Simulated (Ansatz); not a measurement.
Symmetry broken, then relaxed in Ga₂O₃

Level of theory: DFT PBE, scalar-relativistic, plane waves, PAW (Ansatz 0.2.0). Cutoff 420 eV, Γ-centred 8×8×4 k-points, Gaussian smearing of 0.05 eV. No spin polarisation. Energies are free energies at this smearing, counted from the undisturbed cell; pressure is positive in compression.

Reference structure (relaxed at this level):

```
CELL_PARAMETERS angstrom
6.22743 -1.54176 0.01149
6.22743 1.54176 0.01149
-1.40272 0.00000 5.70769
ATOMIC_POSITIONS crystal
Ga 0.08991 0.08991 0.79472
Ga 0.91009 0.91009 0.20528
Ga 0.65850 0.65850 0.31420
Ga 0.34150 0.34150 0.68580
O 0.16349 0.16349 0.10921
O 0.83651 0.83651 0.89079
O 0.17370 0.17370 0.56436
O 0.82630 0.82630 0.43564
O 0.49602 0.49602 0.25668
O 0.50398 0.50398 0.74332
```

The atoms are displaced (Å, in the unstrained cell):

| atom | ux | uy | uz |
| --- | --- | --- | --- |
| Ga1 | 0.016 | 0.013 | -0.040 |
| Ga2 | 0.016 | 0.013 | -0.040 |
| Ga3 | -0.148 | -0.117 | 0.359 |
| Ga4 | 0.016 | 0.013 | -0.040 |
| O5 | 0.016 | 0.013 | -0.040 |
| O6 | 0.016 | 0.013 | -0.040 |
| O7 | 0.016 | 0.013 | -0.040 |
| O8 | 0.016 | 0.013 | -0.040 |
| O9 | 0.016 | 0.013 | -0.040 |
| O10 | 0.016 | 0.013 | -0.040 |

Cell and atoms are then relaxed.

Q: Does the relaxation return to the undisturbed structure?

A: Yes (up to a choice of domain or origin): same space group and volume, and an energy 0.0 meV/atom from it. The disturbance itself cost 150.2 meV/atom. The final space group reads C2/m (tolerance 0.05 Å) and the volume changes by 0.00 %.

Final structure:

```
Ga O
1.0
     6.22771   -1.54177    0.01196
     6.22770    1.54171    0.01202
    -1.40232    0.00012    5.70722
Ga O
4 6
Direct
  0.08988 0.08989 0.79470
  0.91012 0.91011 0.20530
  0.65854 0.65848 0.31414
  0.34146 0.34151 0.68585
  0.16352 0.16350 0.10916
  0.83648 0.83650 0.89084
  0.17368 0.17371 0.56434
  0.82631 0.82630 0.43566
  0.49605 0.49605 0.25669
  0.50395 0.50395 0.74332
```

The relaxation, step by step (energy from the first step; small jumps at an unchanged geometry come where the plane waves are selected anew for the new cell):

| step | ΔE (meV/atom) | largest force component (eV/Å) | pressure (GPa) |
| --- | --- | --- | --- |
| 1 | 0.0 | 6.510 | 3.38 |
| 2 | -104.3 | 2.977 | 1.80 |
| 3 | -146.4 | 0.652 | 1.32 |
| 4 | -150.1 | 0.063 | 0.35 |
| 5 | -150.3 | 0.016 | 0.09 |
| 6 | -150.2 | 0.002 | -0.01 |
| 7 | -150.2 | 0.002 | 0.00 |

Cost: 3 runs of about 11 core-minutes in all, on Arm Neoverse V2 (shared hosts).